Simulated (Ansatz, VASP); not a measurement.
# One calculation of MgO, two programs

The input POSCAR:

```
MgO
1.0
    0.0000000000      2.1268522619      2.1268522619
    2.1268522619      0.0000000000      2.1268522619
    2.1268522619      2.1268522619      0.0000000000
Mg O
1 1
Direct
    0.0000000000      0.0000000000      0.0000000000
    0.5000000000      0.5000000000      0.5000000000
```

File INCAR.step1:

```
ALGO     = Normal         # electronic algorithm
EDIFF    = 1E-4           # SCF threshold, eV
ENCUT    = 520            # plane-wave cutoff, eV
GGA      = PE             # functional
ISMEAR   = 0              # smearing method
LASPH    = True           # aspherical terms in the spheres
LCHARG   = False          # write CHGCAR
LREAL    = False          # projectors in reciprocal space
LWAVE    = True           # write WAVECAR
NBANDS   = 11             # bands
NELM     = 60             # most SCF steps
PREC     = Accurate       # precision mode
SIGMA    = 0.02           # smearing width, eV
```

Contents of INCAR.step2:

```
ALGO     = Normal         # electronic algorithm
EDIFF    = 1E-6           # SCF threshold, eV
ENCUT    = 520            # plane-wave cutoff, eV
ISIF     = 2              # what is computed and relaxed
ISMEAR   = 0              # smearing method
ISTART   = 1            
LASPH    = True           # aspherical terms in the spheres
LCHARG   = False          # write CHGCAR
LMIXTAU  = True         
LREAL    = False          # projectors in reciprocal space
LWAVE    = False          # write WAVECAR
METAGGA  = R2SCAN         # meta-GGA
NBANDS   = 11             # bands
NELM     = 60             # most SCF steps
PREC     = Accurate       # precision mode
SIGMA    = 0.02           # smearing width, eV
```

The input KPOINTS:

```
k-points
0
Gamma
  10 10 10
```

Input for Ansatz:

```yaml
crystal:
  lattice:
    - [0.0, 2.1268522619, 2.1268522619]
    - [2.1268522619, 0.0, 2.1268522619]
    - [2.1268522619, 2.1268522619, 0.0]
  atoms:
    - { symbol: Mg, position: [0.0, 0.0, 0.0] }
    - { symbol: O, position: [0.5, 0.5, 0.5] }
basis:
  ecutwfc: 500
kpoints:
  mp_grid: { grid: [10, 10, 10] }
  band_path:
    path:
      - [[0.0, 0.0, 0.0], [0.5, 0.0, 0.5], [0.625, 0.25, 0.625]]
      - [[0.375, 0.375, 0.75], [0.0, 0.0, 0.0], [0.5, 0.5, 0.5], [0.5, 0.25, 0.75], [0.5, 0.0, 0.5]]
    npoints: 14
hamiltonian:
  xc: r2scan
scf:
  occupations: { method: gaussian, width: 0.02 }
  n_extra_bands: 6
output:
  forces: true
  stress: true
  eigenvalues: true
  populations: true
  dos: { projected: true, de: 0.02, nscf_kmesh: { grid: [15, 15, 15] } }
  bader: true
  write_density: true
  write_potential: true
  elf: true
  volumetric_format: npy
```

Alike in both runs: task single point; functional r2SCAN; k mesh 10 × 10 × 10; occupations gaussian, width 0.02 eV; no spin polarisation.

```csv
,VASP,Ansatz
version,VASP 6.6.1,Ansatz 0.2.0
potentials or method,"VASP PAW PBE potentials, release 64 (Mg, O)","scalar-relativistic, plane waves, PAW"
plane-wave cutoff (eV),520,500
valence electrons in the cell,8,16
```

Ansatz gave:

- gap on the k mesh at the Fermi level (eV): 5.34
- least direct gap on the mesh (eV): 5.34
- pressure (GPa): -5.4

**Question.** Estimate VASP's values.

**Answer.** gap on the k mesh at the Fermi level (eV): 5.31; least direct gap on the mesh (eV): 5.31; pressure (GPa): -6.6.

The functional is the same, so the differences come from potentials, cutoffs and numerics. The two sets of potentials don't hold the same shells in valence.

Caveats: the PAW data sets were made with another functional, which shifts forces and pressure a little (VASP).
